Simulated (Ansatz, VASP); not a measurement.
TaN: VASP beside Ansatz

The input INCAR:

```
  PREC = Accurate
  ENCUT = 520
  EDIFF = 1E-6
  ISMEAR = 0
  SIGMA = 0.05
  LREAL = F
  LASPH = T
  NELM = 150
  ALGO = Fast
  ISIF = 2
  LWAVE = F
  LCHARG = T
  ISPIN = 2
  MAGMOM = 2 2 2 0 0 0
  LORBIT = 11
  LMAXMIX = 4
  LDAU = T
  LDAUTYPE = 1
  LDAUL = 2 -1
  LDAUU = 6 0
  LDAUJ = 0.5 0
  LDAUPRINT = 1
  GGA = PS
  LELF = T
  LVHAR = T
  NBANDS = 37
```

File KPOINTS:

```
regular mesh
0
Gamma
  4 4 6
```

POSCAR

```
TaN
1.0
    5.1960001500      0.0000000000      0.0000000000
   -2.5980000800      4.4998681300      0.0000000000
    0.0000000000      0.0000000000      2.9109996000
Ta N
3 3
Direct
    0.3333333333      0.6666666667      0.5000000000
    0.6666666667      0.3333333333      0.5000000000
    0.0000000000      0.0000000000      0.0000000000
    0.3928500000      0.0000000000      0.0000000000
    0.6071500000      0.6071500000      0.0000000000
    0.0000000000      0.3928500000      0.0000000000
```

Input for Ansatz:

```yaml
crystal:
  lattice:
    - [5.19600015, 0.0, 0.0]
    - [-2.59800008, 4.49986813, 0.0]
    - [0.0, 0.0, 2.9109996]
  atoms:
    - { symbol: Ta, position: [0.3333333333, 0.6666666667, 0.5], spin: 2.0 }
    - { symbol: Ta, position: [0.6666666667, 0.3333333333, 0.5], spin: 2.0 }
    - { symbol: Ta, position: [0.0, 0.0, 0.0], spin: 2.0 }
    - { symbol: "N", position: [0.39285, 0.0, 0.0] }
    - { symbol: "N", position: [0.60715, 0.60715, 0.0] }
    - { symbol: "N", position: [0.0, 0.39285, 0.0] }
basis:
  ecutwfc: 420
  ecutrho_ratio: 4
kpoints:
  mp_grid: { grid: [4, 4, 6] }
hamiltonian:
  xc: pbesol
  hubbard:
    sites:
      - { site: 0, l: d, u: 6.0, j: 0.5 }
      - { site: 1, l: d, u: 6.0, j: 0.5 }
      - { site: 2, l: d, u: 6.0, j: 0.5 }
scf:
  occupations: { method: gaussian, width: 0.05 }
  lower_state_search: "off"
  max_iter: 150
output:
  forces: true
  stress: true
  eigenvalues: true
  populations: true
  hubbard: { sites: [{ site: 0, l: d }, { site: 1, l: d }, { site: 2, l: d }] }
magnetization:
  spin_polarized: true
```

Alike in both runs: task single point; functional PBEsol; k mesh 4 × 4 × 6; occupations gaussian, width 0.05 eV; collinear spin; Hubbard terms Ta d U = 6.0 eV, J = 0.5 eV.

|  | VASP | Ansatz |
| --- | --- | --- |
| version | VASP 6.6.1 | Ansatz 0.2.0 |
| potentials or method | VASP PAW PBE potentials, release 64 (Ta_pv, N) | scalar-relativistic, plane waves, PAW |
| plane-wave cutoff (eV) | 520 | 420 |
| valence electrons in the cell | 48 | 54 |

VASP gave:

* gap on the k mesh at the Fermi level (eV): none
* pressure (GPa): 14.3
* largest component of the traceless stress (GPa): 1.94
* rms of the force components (eV/Å): 0.145
* net moment per atom (μB): 0.00

Task: Which values does Ansatz return?

Result: gap on the k mesh at the Fermi level (eV): none; pressure (GPa): 1.6; largest component of the traceless stress (GPa): 0.66; rms of the force components (eV/Å): 0.029; net moment per atom (μB): 0.01.

The programs project onto different local orbitals, so the same U acts differently. Atom by atom the forces differ by 0.174 eV/Å (rms over components). A gap of «none» marks a metal or a gap that the smearing closes. The two sets of potentials don't hold the same shells in valence. Ansatz warned: «filled_band_counts_differ_across_k_points».

Caveats: the PAW data sets were made with another functional, which shifts forces and pressure a little (VASP). The state reached can hang on the start; a lower one may exist. The runs have no spin-orbit coupling, so splittings on Ta are missing.
